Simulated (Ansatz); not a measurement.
The system is P.

```xyz
2
Lattice="1.7257 0.9963 3.1297 -1.7257 0.9963 3.1297 0.0000 -1.9927 3.1297" Properties=species:S:1:pos:R:3 pbc="T T T"
P     0.0000    0.0000    7.2570
P     0.0000    0.0000    2.1321
```

This isn't the form of P at room conditions, which is orthorhombic.

Base run:

```yaml
Program: Ansatz 0.2.0
Functional: PBEsol
Potentials_or_basis: Ansatz PAW
Cutoff: 420 eV
Density_cutoff: 1680 eV
k_mesh: 9 × 9 × 9
Occupations: fermi-dirac, width 0.05 eV
Spin: no spin polarisation
```

Its results: band gap on the k mesh none (metal or under the smearing width); pressure -1.8 GPa; largest force 0.271 eV/Å.

**Question.** The run is repeated on the same cell with these changes: functional from PBEsol to r2SCAN; cutoff from 420 eV to 500 eV; density cutoff from 1680 eV to 2000 eV. What comes out?

**Answer.** Band gap on the k mesh none (metal or under the smearing width); pressure 0.7 GPa; largest force 0.038 eV/Å.

Caveats: the PAW data sets come from PBE, with cores solved anew for the run's functional, which leaves a small shift of forces and pressure.

Not every run made on this cell is shown here.
